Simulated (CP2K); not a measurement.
Pd:

```
Pd
1.0
     2.75277    0.00000    0.00000
     1.37638    2.38397    0.00000
     1.37638    0.79466    2.24762
Pd
1
Cartesian
  0.0000 0.0000 0.0000
```

Program: CP2K 2026.2. Alike in all runs: task band structure; no spin polarisation; cell as given; k mesh 12 × 12 × 12.

Q: Order these runs on this cell by their pressure, lowest first.
A. level PBEsol; potentials or basis POTENTIAL_UZH Pd GTH-PBE-q18; TZVP-MOLOPT-PBE-GTH basis; smearing fermi-dirac 0.01 eV; EPS_DEFAULT 1.0E-9; NGRIDS 5; basis sets Pd TZVP-MOLOPT-PBE-GTH-q18; potentials Pd GTH-PBE-q18 of POTENTIAL_UZH; points a segment of the path (NPOINTS) 6
B. level LDA; potentials or basis GTH_POTENTIALS Pd GTH-PADE-q18; TZVP-MOLOPT-PBE-GTH basis; smearing fermi-dirac 0.0259 eV; EPS_DEFAULT 1.0E-10; NGRIDS 5; basis sets Pd TZVP-MOLOPT-PBE-GTH-q18; potentials Pd GTH-PADE-q18 of GTH_POTENTIALS; points a segment of the path (NPOINTS) 10
C. level r2SCAN; potentials or basis POTENTIAL_UZH Pd GTH-SCAN-q18; TZVP-MOLOPT-SCAN-GTH basis; smearing fermi-dirac 0.05 eV; EPS_DEFAULT 1.0E-9; NGRIDS 4; basis sets Pd TZVP-MOLOPT-SCAN-GTH-q18; potentials Pd GTH-SCAN-q18 of POTENTIAL_UZH; points a segment of the path (NPOINTS) 10

A: B (-12.7 GPa), A (-1.1 GPa), C (8.7 GPa).

Caveats: the basis of atomic orbitals isn't converged, which shifts pressures, moduli and gaps; the potentials were made for another functional, which shifts forces and pressure (some runs).

Runs at the PBE level aren't shown here.
